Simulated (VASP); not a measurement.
Set up this calculation in VASP 6.6.1, as the native input.

```yaml
Task: band structure
Functional: LDA
Potentials_or_basis: VASP PAW LDA potentials, release 64 (In_d, Sb, As)
Cutoff: 300 eV
k_mesh: 4 × 4 × 3
Occupations: gaussian, width 0.02 eV
Spin: no spin polarisation
Further_INCAR_settings: ALGO = Normal; EDIFF = 1e-06; NBANDS = 46
```

The system is In4Sb3As.

```
In Sb As
1.0
    -3.19903    3.19903    0.00000
    -3.16214   -6.36117    3.14140
     3.17231    3.17231    6.27624
In Sb As
4 3 1
Cartesian
  -1.6511 -1.6511 1.5086
  -4.8010 -1.6020 4.7341
  -1.6001 1.5989 4.8341
  -1.4953 -1.4953 7.7752
  -3.2008 -0.0018 9.3701
  -3.1905 0.0085 3.1440
  -0.0097 3.1893 3.1894
  0.0059 0.0059 6.2547
```

The cell comes from a database or a generator and needn't be the stable form of this composition.

These files were run (other wordings do the same):

POSCAR

```
In4Sb3As                                
1.0
   -3.1990333561      3.1990333562     -0.0000000001
   -3.1621414769     -6.3611748235      3.1414038796
    3.1723065454      3.1723065453      6.2762417267
  In              Sb              As            
     4     3     1
Direct
     0.1900677668295605    0.3801355336591007    0.0501063658784915
     0.9405362086218159    0.8810724172436469    0.3132952686241561
     0.6924584350070043    0.3849168700139657    0.5775639332126582
     0.4272220911395644    0.8544441822791868    0.8111543943002170
     0.9990500593208441    0.9981001186416881    0.9933780432808943
     0.7504242200069856    0.5008484400139585    0.2502555823138371
     0.5017544232693653    0.0035088465387434    0.5064178230025350
     0.2484867958048609    0.4969735916097101    0.7478285893872102
```

INCAR.step1

```
SYSTEM = In4Sb3As
  PREC = Accurate
  ENCUT = 300
  EDIFF = 1E-6
  ISMEAR = 0
  SIGMA = 0.02
  LREAL = .False.
  LASPH = .True.
  NELM = 100
  ALGO = Normal
  ISIF = 2
  LWAVE = .False.
  LCHARG = .True.
  GGA = CA
  NBANDS = 46
  KPAR = 2
```

KPOINTS.step1

```
Automatic mesh
0
Gamma
  4 4 3
  0 0 0
```

INCAR.step2

```
SYSTEM = In4Sb3As
  PREC = Accurate
  ENCUT = 300
  EDIFF = 1E-6
  ISMEAR = 0
  SIGMA = 0.05
  LREAL = .False.
  LASPH = .True.
  NELM = 100
  ALGO = Normal
  ISIF = 2
  LWAVE = .False.
  LCHARG = .False.
  GGA = CA
  NBANDS = 46
  ICHARG = 11
  KPAR = 2
```

KPOINTS.step2

```
path GYFLI,I1ZF1,YX1,XGN,MG
20
line-mode
reciprocal
 0.0000000000  0.0000000000  0.0000000000  G
 0.0000000000 -0.5000000000  1.0000000000  Y

 0.0000000000 -0.5000000000  1.0000000000  Y
 0.0000000000  0.2031250031  1.2812500004  F

 0.0000000000  0.2031250031  1.2812500004  F
 0.0000000000 -0.5000000000  0.5000000000  L

 0.0000000000 -0.5000000000  0.5000000000  L
 0.4687499998 -0.7343749999  0.5000000000  I

 0.5312500002 -0.2656250001 -0.5000000000  I1
 0.0000000000  0.0000000000 -0.5000000000  Z

 0.0000000000  0.0000000000 -0.5000000000  Z
 0.0000000000 -1.2031250031 -0.2812500004  F1

 0.0000000000 -0.5000000000  1.0000000000  Y
 0.3124999985 -0.6562499993  1.0000000000  X1

 0.6875000015 -0.3437500007  0.0000000000  X
 0.0000000000  0.0000000000  0.0000000000  G

 0.0000000000  0.0000000000  0.0000000000  G
 0.5000000000 -0.5000000000  0.5000000000  N

 0.5000000000 -0.5000000000  0.0000000000  M
 0.0000000000  0.0000000000  0.0000000000  G
```

Potentials or basis: VASP PAW LDA potentials, release 64 (In_d, Sb, As).

The run is started by

```bash
$ cat potpaw_LDA.64/In_d/POTCAR potpaw_LDA.64/Sb/POTCAR potpaw_LDA.64/As/POTCAR > POTCAR
$ cp INCAR.step1 INCAR
$ cp KPOINTS.step1 KPOINTS
$ mpirun -np 2 vasp_std > vasp.out
$ cp INCAR.step2 INCAR
$ cp KPOINTS.step2 KPOINTS
$ mpirun -np 2 vasp_std > vasp.out
```

It gave:

```
Band gap on the k mesh  : 0.05 eV, direct
Band gap along the path : 0.02 eV, indirect (least direct gap 0.03 eV)
```

Caveat: the log is that of the step along the path at fixed density, whose energy, stress, charges and moments have no meaning; spin-orbit coupling is left out, which moves the levels of the heavy elements.

Run time: 10 min on 2 MPI ranks on AMD EPYC 7R43 64-Core Processor (Zen 3), with other jobs on the host, peak memory 0.78 GiB a rank.
